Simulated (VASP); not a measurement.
**As: single point with PBE**

The system is As.

```xyz
1
Lattice="2.7920 0.0000 0.0000 0.0000 2.7920 0.0000 0.0000 0.0000 2.7920" Properties=species:S:1:pos:R:3 pbc="T T T"
As    1.3960    1.3960    1.3960
```

The cell isn't the ideal one: strained and moved within the space group.

* Program: VASP 6.6.1
* Task: single point
* Functional: PBE
* Potentials or basis: VASP PAW PBE potentials, release 64 (As)
* Cutoff: 520 eV
* k mesh: 16 × 16 × 16
* Occupations: gaussian, width 0.1 eV
* Spin: no spin polarisation

The pressure is -4.6 GPa and the band gap on the k mesh is none (metal or under the smearing width).

Levels at points of the mesh, in eV from the Fermi level:
```
           k point  band 1  band 2  band 3  band 4  band 5  band 6
(0.00, 0.00, 0.00)  -14.17    3.78    3.78    3.78    8.40    8.40
(0.50, 0.00, 0.00)  -11.43   -6.21    5.74    5.74   10.86   13.54
(0.50, 0.50, 0.00)   -8.62   -3.82   -3.82    2.91    7.57   15.39
(0.50, 0.50, 0.50)   -5.60   -1.66   -1.66   -1.66    6.09    6.09
```

It took 8.1 s on 1 thread of Intel(R) Xeon(R) Platinum 8488C (Sapphire Rapids), with other jobs on the host, peak memory 0.15 GiB.
